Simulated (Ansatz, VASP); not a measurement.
**One calculation of MgO, two programs**

File POSCAR:

```
MgO
1.0
    3.2882171868      0.0000000001      0.0000000000
   -1.6441085934      2.8476796169      0.0000000000
    0.0000000000      0.0000000000      5.0343664111
Mg O
2 2
Direct
    0.3333333333      0.6666666667     -0.0098385153
    0.6666666667      0.3333333333      0.4901614847
    0.3333333333      0.6666666667      0.3848385153
    0.6666666667      0.3333333333      0.8848385153
```

Contents of INCAR.step1:

```
PREC = Accurate
ENCUT = 520
ISMEAR = 0
SIGMA = 0.01
LREAL = False
LASPH = True
NELM = 100
NBANDS = 16
GGA = PE
ALGO = Normal
EDIFF = 1E-4
LWAVE = True
LCHARG = False
```

INCAR.step2

```
PREC = Accurate
ENCUT = 520
EDIFF = 1E-7
ISMEAR = 0
SIGMA = 0.01
LREAL = False
LASPH = True
NELM = 100
ALGO = Normal
ISIF = 2
LWAVE = False
LCHARG = False
METAGGA = R2SCAN
LMIXTAU = True
NBANDS = 16
ISTART = 1
```

KPOINTS

```
regular mesh
0
Gamma
  12 12 6
```

Input for Ansatz:

```yaml
crystal:
  lattice:
    - [3.2882171868, 1.0e-10, 0.0]
    - [-1.6441085934, 2.8476796169, 0.0]
    - [0.0, 0.0, 5.0343664111]
  atoms:
    - { symbol: Mg, position: [0.3333333333, 0.6666666667, -0.0098385153] }
    - { symbol: Mg, position: [0.6666666667, 0.3333333333, 0.4901614847] }
    - { symbol: O, position: [0.3333333333, 0.6666666667, 0.3848385153] }
    - { symbol: O, position: [0.6666666667, 0.3333333333, 0.8848385153] }
kpoints:
  mp_grid: { grid: [12, 12, 6] }
  band_path:
    path:
      - [0.0, 0.0, 0.0]
      - [0.5, 0.0, 0.0]
      - [0.3333333333, 0.3333333333, 0.0]
      - [0.0, 0.0, 0.5]
      - [0.5, 0.0, 0.5]
      - [0.3333333333, 0.3333333333, 0.5]
    npoints: 1
hamiltonian:
  xc: r2scan
scf:
  occupations: { method: fixed }
  n_extra_bands: 5
output:
  forces: true
  stress: true
  eigenvalues: true
```

Alike in both runs: task single point; functional r2SCAN; k mesh 12 × 12 × 6; no spin polarisation.

```csv
,VASP,Ansatz
version,VASP 6.6.1,Ansatz 0.2.0
potentials or method,"VASP PAW PBE potentials, release 64 (Mg, O)","plane waves, PAW"
plane-wave cutoff (eV),520,500
occupations,"gaussian, width 0.01 eV",fixed
valence electrons in the cell,16,32
```

|  | VASP | Ansatz | Ansatz less VASP |
| --- | --- | --- | --- |
| gap on the k mesh at the Fermi level (eV) | 4.21 | 4.22 | +0.015 |
| pressure (GPa) | -0.6 | 0.0 | +0.57 |

The two sets of potentials don't hold the same shells in valence.

Caveats: the PAW data sets were made with another functional, which shifts forces and pressure a little (VASP). A k mesh can miss the band edges. r2SCAN opens gaps a little over a GGA but as a rule still falls short of measured ones.
